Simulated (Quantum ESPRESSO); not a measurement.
# PbF2 (Fluorocronite): phonons with vdW-DF-cx

PbF2 (Fluorocronite):

```xyz
3
Lattice="0.0000 2.9637 2.9637 2.9637 0.0000 2.9637 2.9637 2.9637 0.0000" Properties=species:S:1:pos:R:3 pbc="T T T"
Pb    0.0000    0.0000    0.0000
F     4.4455    4.4455    4.4455
F     1.4818    1.4818    1.4818
```

```
Program             : Quantum ESPRESSO 7.5
Task                : phonons
Functional          : vdW-DF-cx
Potentials or basis : PseudoDojo 0.4.1 SR PBE standard
Cutoff              : 1143 eV
Density cutoff      : 4572 eV
k mesh              : 4 × 4 × 4, shifted
Occupations         : fermi-dirac, width 0.05 eV
Spin                : no spin polarisation
Mixing beta         : 0.5
Most SCF iterations : 120
SCF threshold       : 6e-10 Ry
```

```
Relaxed volume                                          : 17.34 Å³/atom
Relaxed cell                                            : a = 4.190 Å, b = 4.190 Å, c = 4.190 Å, α = 60.00°, β = 60.00°, γ = 60.00°
Space group after relaxing (to 0.05 Å)                  : Fm-3m (No. 225)
Pressure after relaxing                                 : 0.0 GPa
Electronic dielectric tensor (diagonal)                 : 3.34
Born charges (mean of the diagonal)                     : Pb +3.19; F -1.59 e
Highest phonon frequency at Γ, LO-TO splitting left out : 257 cm⁻¹
Static dielectric tensor (diagonal)                     : 24.58
```

Final structure:
```cif
data_structure
_symmetry_space_group_name_H-M 'P 1'
_symmetry_Int_Tables_number 1
_cell_length_a 4.1904
_cell_length_b 4.1904
_cell_length_c 4.1904
_cell_angle_alpha 60.000
_cell_angle_beta 60.000
_cell_angle_gamma 60.000
_cell_volume 52.03
loop_
_atom_site_label
_atom_site_type_symbol
_atom_site_fract_x
_atom_site_fract_y
_atom_site_fract_z
_atom_site_occupancy
Pb1 Pb 0.00000 0.00000 0.00000 1
F1 F 0.75000 0.75000 0.75000 1
F2 F 0.25000 0.25000 0.25000 1
```

Levels at points of the mesh, in eV from the valence-band top:
```csv
k point,band 12,band 13,band 14,band 15,band 16,band 17
"(0.12, 0.12, 0.12)",-1.94,-1.94,-1.51,6.26,6.89,6.89
```

Phonon frequencies in cm⁻¹ (negative: imaginary):
```
              q point                       frequencies
(0.000, 0.000, 0.000)  21 21 21 128 128 128 257 257 257
```

Electronic dielectric tensor:
```
3.34 0.00 0.00
0.00 3.34 0.00
0.00 0.00 3.34
```

Born effective charge tensors (e):
atom 1, Pb
```
3.19 0.00 0.00
0.00 3.19 0.00
0.00 0.00 3.19
```
atom 2, F
```
-1.59  0.00  0.00
 0.00 -1.59  0.00
 0.00  0.00 -1.59
```
atom 3, F
```
-1.59  0.00  0.00
 0.00 -1.59  0.00
 0.00  0.00 -1.59
```

Optical modes at Γ, degenerate ones joined, polar ones without the macroscopic field:
```
cm⁻¹  components  symmetry  active in  IR intensity, summed ((D/Å)²/amu)
 119           3       T1u         IR                              21.92
 257           3       T2g      Raman                               0.00
```

Zone-centre frequencies without and with the macroscopic field along z (cm⁻¹):
```tsv
	optical modes in rising order
without	119 119 119 257 257 257
with the field	119 119 257 257 257 322
```

Static dielectric tensor, electrons and zone-centre modes:
```
24.58  0.00  0.00
 0.00 24.58  0.00
 0.00  0.00 24.58
```

Run time: 3.4 min on 4 MPI ranks on Intel(R) Xeon(R) 6975P-C (Granite Rapids), with other jobs on the host, peak memory 0.68 GiB a rank.

Caveat: the potentials were made for another functional, which shifts forces and pressure. The run has no spin-orbit coupling, so splittings on Pb are missing.
